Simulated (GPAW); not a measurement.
**How the form of the self-energy moves the gap of BaTe (Fm-3m)**

Wanted: the gap of BaTe (Fm-3m) under several approximations, with cost.

Program: GPAW 26.7.0. Level of theory: PBE and many-body steps on it, plane waves. Results are calculated unless marked as measured.

Most raw output is cut from this account.

The database entry behind the starting cell differs from later determinations by our own check (about 0.2 % short), so it need not match the best structure at ambient conditions.

### Step 1. The starting structure

Symmetry: Fm-3m, No. 225, cubic system. The conventional cell has a = 6.986 Å, b = 6.986 Å, c = 6.986 Å, α = 90.00°, β = 90.00°, γ = 90.00°. Nearest to Ba lie 6 Te at 3.49 Å. Te has 6 Ba at 3.49 Å nearest. Farther neighbours and most contacts between anions are not listed.

Coordinates:

```xyz
2
Lattice="0.0000 3.4930 3.4930 3.4930 0.0000 3.4930 3.4930 3.4930 0.0000" Properties=species:S:1:pos:R:3 pbc="T T T"
Ba    0.0000    0.0000    0.0000
Te    3.4930    3.4930    3.4930
```

The cell and positions come from the Crystallography Open Database and are kept as given unless a step says otherwise. Spin-orbit coupling is left out unless a step names it.

### Step 2. Empty states on the mesh, 4×4×4 mesh, 401 bands

This step: GPAW 26.7.0; DFT, PBE, plane waves, PAW.

The sums over transitions need many empty states on a uniform mesh; this step solves for them.

Input file run.py:

```python
import json
import numpy as np
from gpaw.mpi import world
from gpaw import GPAW

calc = GPAW('gs.gpw').fixed_density(kpts={'size': (4, 4, 4), 'gamma': True},
    parallel={'domain': 1, 'band': 1},
    txt='nscf.txt')
calc.diagonalize_full_hamiltonian(nbands=401)
calc.write('full.gpw', mode='all')
res = {}
kpts = calc.get_ibz_k_points()
res['kpts'] = kpts
res['eigenvalues'] = [calc.get_eigenvalues(kpt=k) for k in range(len(kpts))]
res['n_electrons'] = calc.get_number_of_electrons()

if world.rank == 0:
    with open('result.json', 'w') as f:
        json.dump(res, f, default=lambda x: x.tolist())
```

Launch:

```sh
> mpirun -n 4 gpaw python run.py
```

Wall time 18 s (4 MPI ranks of Arm Neoverse V1, shared host); peak memory 1.8 GiB; 73 s of CPU time.

This step gave:

| Quantity | Value |
| --- | --- |
| gap | 1.529 eV |
| k of the valence top | 0, 0, 0 |
| k of the conduction bottom | 0.5, 0.5, 0 |
| least direct gap | 1.906 eV |
| k points computed | 8 |
| lowest point of the top converged band, above the valence top | 150.4748 eV |

On this mesh the gap is 1.529 eV.

### Step 3. G0W0, Godby-Needs plasmon pole

Now the one-shot GW correction: screening in the RPA, then the self-energy of the levels asked for.

This step: G0W0 on PBE, plane waves, PAW.

Input file run.py:

```python
import json
import numpy as np
from gpaw.mpi import world
from gpaw.response.g0w0 import G0W0

gw = G0W0('full.gpw',
    filename='gw',
    kpts=[0, 5],
    bands=(6, 10),
    ecut=96,
    nbands=182,
    integrate_gamma='WS',
    ppa=True)
gw.calculate()
res = {mode: {k: v for k, v in r.items() if k != 'sigma_eskwn'}
       for mode, r in gw.all_results.items()}

if world.rank == 0:
    with open('result.json', 'w') as f:
        json.dump(res, f, default=lambda x: x.tolist())
```

Launch:

```sh
> mpirun -n 4 gpaw python run.py
```

Run time: 52 s. Hardware: 4 MPI ranks; peak memory 1.3 GiB.

This step gave:

| Quantity | Value |
| --- | --- |
| G0W0 gap on the points computed | 2.449 eV |
| least direct G0W0 gap on the computed points | 2.884 eV |
| Z at the valence top | 0.7987 |
| Z at the conduction bottom | 0.8167 |
| starting gap on the mesh | 1.529 eV |
| k of the valence top | 0, 0, 0 |
| k of the conduction bottom | 0.5, 0.5, 0 |

The gap on the mesh goes from 1.53 eV to 2.45 eV, a correction of +0.92 eV.

### Step 4. One-shot HSE06

This step: one-shot HSE06 levels on PBE orbitals, plane waves, PAW.

Input file run.py:

```python
import json
import numpy as np
from gpaw.mpi import world
from gpaw.hybrids.eigenvalues import non_self_consistent_eigenvalues

dft, vxc, vxc_hyb = non_self_consistent_eigenvalues('full.gpw', 'HSE06', 6, 10, kpt_indices=[0, 5])
res = {'dft': dft[0], 'hybrid': (dft - vxc + vxc_hyb)[0]}
if world.rank == 0:
    with open('hybrid.txt', 'w') as f:
        for k, e0, e1 in zip([0, 5], res['dft'], res['hybrid']):
            print(k, ' '.join(f'{x:9.4f}' for x in e0), '|', ' '.join(f'{x:9.4f}' for x in e1), file=f)

if world.rank == 0:
    with open('result.json', 'w') as f:
        json.dump(res, f, default=lambda x: x.tolist())
```

Launch:

```sh
> mpirun -n 4 gpaw python run.py
```

Run time: 3.7 s. Hardware: 4 MPI ranks; peak memory 0.48 GiB.

Numbers from this step:

```
starting gap on the mesh                       : 1.529 eV
hybrid gap on the mesh                         : 2.210 eV
least direct hybrid gap on the computed points : 2.629 eV
```

### Step 5. G0W0, extrapolated in the cutoff

This step: G0W0 on PBE, plane waves, PAW.

Input file run.py:

```python
import json
import numpy as np
from gpaw.mpi import world
from gpaw.response.g0w0 import G0W0

gw = G0W0('full.gpw',
    filename='gw',
    kpts=[0, 5],
    bands=(6, 10),
    ecut=160.0,
    integrate_gamma='WS',
    ppa=True,
    ecut_extrapolation=True)
gw.calculate()
res = {mode: {k: v for k, v in r.items() if k != 'sigma_eskwn'}
       for mode, r in gw.all_results.items()}

if world.rank == 0:
    with open('result.json', 'w') as f:
        json.dump(res, f, default=lambda x: x.tolist())
```

Launch:

```sh
> mpirun -n 4 gpaw python run.py
```

It took 8.2 min on 4 MPI ranks; peak memory 1.8 GiB.

This step gave:

| Quantity | Value |
| --- | --- |
| quasiparticle gap on the points computed | 2.574 eV |
| least direct quasiparticle gap on the computed points | 3.007 eV |
| Z at the valence top | 0.7972 |
| Z at the conduction bottom | 0.8159 |
| starting gap on the mesh | 1.529 eV |
| k of the valence top | 0, 0, 0 |
| k of the conduction bottom | 0.5, 0.5, 0 |
| gaps at the cutoffs of the extrapolation | 2.504, 2.511, 2.518 eV |

Against G0W0 in GPAW (4×4×4 mesh, 182 bands, screening to 96 eV, Godby-Needs plasmon pole), the gap moves by +0.125 eV.

### Step 6. One-shot Hartree-Fock

This step: one-shot Hartree-Fock levels on PBE orbitals, plane waves, PAW.

Input file run.py:

```python
import json
import numpy as np
from gpaw.mpi import world
from gpaw.hybrids.eigenvalues import non_self_consistent_eigenvalues

dft, vxc, vxc_hyb = non_self_consistent_eigenvalues('full.gpw', 'EXX', 6, 10, kpt_indices=[0, 5])
res = {'dft': dft[0], 'hybrid': (dft - vxc + vxc_hyb)[0]}
if world.rank == 0:
    with open('hybrid.txt', 'w') as f:
        for k, e0, e1 in zip([0, 5], res['dft'], res['hybrid']):
            print(k, ' '.join(f'{x:9.4f}' for x in e0), '|', ' '.join(f'{x:9.4f}' for x in e1), file=f)

if world.rank == 0:
    with open('result.json', 'w') as f:
        json.dump(res, f, default=lambda x: x.tolist())
```

Launch:

```sh
> mpirun -n 4 gpaw python run.py
```

Wall time 3.8 s (4 MPI ranks); peak memory 0.48 GiB; 15 s of CPU time.

Numbers from this step:

- starting gap on the mesh: 1.529 eV
- hybrid gap on the mesh: 7.195 eV
- least direct hybrid gap on the computed points: 7.790 eV

### Step 7. G0W0, full frequency, Hilbert transform

This step: G0W0 on PBE, plane waves, PAW.

Input file run.py:

```python
import json
import numpy as np
from gpaw.mpi import world
from gpaw.response.g0w0 import G0W0

gw = G0W0('full.gpw',
    filename='gw',
    kpts=[0, 5],
    bands=(6, 10),
    ecut=96,
    nbands=182,
    integrate_gamma='WS',
    frequencies={'type': 'nonlinear', 'domega0': 0.1, 'omega2': 15.0},
    eta=0.1,
    nblocksmax=True)
gw.calculate()
res = {mode: {k: v for k, v in r.items() if k != 'sigma_eskwn'}
       for mode, r in gw.all_results.items()}

if world.rank == 0:
    with open('result.json', 'w') as f:
        json.dump(res, f, default=lambda x: x.tolist())
```

Launch:

```sh
> mpirun -n 4 gpaw python run.py
```

Run time: 97 s. Hardware: 4 MPI ranks; peak memory 1.9 GiB; 6.5 min of CPU time.

This step gave:

* G0W0 gap on the points computed: 2.429 eV
* least direct G0W0 gap on the computed points: 2.840 eV
* starting gap on the mesh: 1.529 eV
* k of the valence top: 0, 0, 0
* k of the conduction bottom: 0.5, 0.5, 0

Against G0W0 in GPAW (4×4×4 mesh, 182 bands, screening to 96 eV, Godby-Needs plasmon pole), the gap moves by −0.020 eV.

### Step 8. The runs together

Times are wall times on 4 MPI ranks of Arm Neoverse V1, shared host, good to a factor of about two.

```csv
run,mesh,bands,screening cutoff (eV),DFT gap (eV),gap on the mesh (eV),direct (eV),time
"G0W0, Godby-Needs plasmon pole",4×4×4,182,96,1.529,2.449,2.884,52 s
one-shot HSE06,4×4×4,-,-,1.529,2.210,2.629,3.7 s
"G0W0, extrapolated in the cutoff",4×4×4,-,160,1.529,2.574,3.007,8.2 min
one-shot Hartree-Fock,4×4×4,-,-,1.529,7.195,7.790,3.8 s
"G0W0, full frequency, Hilbert transform",4×4×4,182,96,1.529,2.429,2.840,97 s
```

### Step 9. Outcome

```
G0W0, Godby-Needs plasmon pole          : 2.449 eV
one-shot HSE06                          : 2.210 eV
G0W0, extrapolated in the cutoff        : 2.574 eV
one-shot Hartree-Fock                   : 7.195 eV
G0W0, full frequency, Hilbert transform : 2.429 eV
known limits                            : not at the basis limit; no spin-orbit coupling
```

What this shows: One-shot HSE06: −0.239 eV against G0W0, Godby-Needs plasmon pole. G0W0, extrapolated in the cutoff: +0.125 eV against G0W0, Godby-Needs plasmon pole, at other bands or cutoff, so not like for like. One-shot Hartree-Fock: +4.746 eV against G0W0, Godby-Needs plasmon pole. G0W0, full frequency, Hilbert transform: −0.020 eV against G0W0, Godby-Needs plasmon pole. Bare exchange alone opens the gap to 7.19 eV; against G0W0, correlation takes back 4.75 eV. One-shot hybrid levels are evaluated on the PBE orbitals. Bands and cutoff are finite, so the gap is not at the basis limit. The miss can reach some tenths of an eV and take either sign; the mesh is an error of its own. These stock PAW sets were not made for GW; the filled d or f shell of Te lies in the frozen core, which bears on start and correction. In the G0W0 runs levels were corrected at 2 k points alone, so a gap called «on the mesh» is the least over those, and an edge elsewhere would be missed. The program warns of a poor linear fit in the extrapolation of some level, so the extrapolated values are rough. The many-body steps are scalar-relativistic: spin-orbit coupling is not in them.

[Paths, hosts, dates, memory and timing lines, banners, echoed tables and standing remarks are left out of the program output.]

[Logs are printed without paths, hosts, clocks, repeated set-up lines and the standing remarks that a program may print on its own settings, such as how far it seeks lower states.]

[Runs of the session that timed out or met a known fault of the program may be left out.]

[Hosts, paths, dates, database ids (printed as entryN), source tags and the programs' standing remarks are cut or masked in the printed files.]
